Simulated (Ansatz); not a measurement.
Ti (P6_3/mmc), an elastic constant from a strain scan

All numbers below come from DFT PBEsol, scalar-relativistic, plane waves, PAW in Ansatz 0.2.0. The runs took a 420 eV cutoff, a Γ-centred 24×24×14 mesh and Gaussian smearing (0.15 eV). No spin polarisation. Energies are free energies at this smearing, counted from the undisturbed cell; pressure is positive in compression.

The undisturbed cell (relaxed at this level):

```xyz
2
Lattice="2.9004 0.0000 0.0000 -1.4502 2.5119 0.0000 0.0000 0.0000 4.5910" Properties=species:S:1:pos:R:3 pbc="T T T"
Ti    0.0000    1.6746    1.1477
Ti    1.4502    0.8373    3.4432
```

The cell is strained by ε times the Voigt pattern (0, 1, 0, 0, 0, 0) (xx, yy, zz, yz, xz, xy; engineering shear) with fractional coordinates fixed. The cell holds 2 atoms in V0 = 33.45 Å³. The stress column is τ = (1/V0) dE/dε, got from the stress tensor σ (compression positive) at each point as −det(1 + εP) σ : P(1 + εP)⁻¹, with P the pattern as a tensor.

| ε | ΔE (meV/atom) | τ (GPa) |
| --- | --- | --- |
| -0.0600 | 42.133 | -13.934 |
| -0.0450 | 23.269 | -10.184 |
| -0.0300 | 10.161 | -6.593 |
| -0.0150 | 2.517 | -3.208 |
| 0.0000 | 0.000 | -0.048 |
| 0.0150 | 2.242 | 2.868 |
| 0.0300 | 8.850 | 5.526 |
| 0.0450 | 19.410 | 7.916 |
| 0.0525 | 26.040 | 9.008 |
| 0.0600 | ? | ? |

**Question.** Which combination of elastic constants does this scan measure, and how large is it?

**Answer.** For small ε, τ = τ0 + Kε with K = pᵀCp, which for this pattern is C22 in the Cartesian frame shown. The parabola through τ at ε = -0.0150, 0 and 0.0150 has slope K = 203 GPa at zero. The energies per cell, E = NΔE, of the same two points give K = 2[E(ε₊)/ε₊ − E(ε₋)/ε₋]/[(ε₊ − ε₋)V0] = 203 GPa, in agreement. These are clamped-ion values.

**Question.** Predict the withheld row at ε = 0.0600 from the harmonic law, and compare.

**Answer.** ΔE = V0(τ0 ε + Kε²/2)/N = 37.757 meV/atom and τ = 12.11 GPa. The calculation gives 33.498 meV/atom and 10.03 GPa: the energy lies 11 % below the harmonic value, as bonds soften when stretched.

Forces appear on the atoms along this scan, and letting them relax would lower the energy and soften the response. In a metal these slopes depend on the k mesh and the smearing.

Cost: 10 runs of about 2.6 core-minutes in all, on Intel Xeon 6975P-C (Granite Rapids) (shared hosts).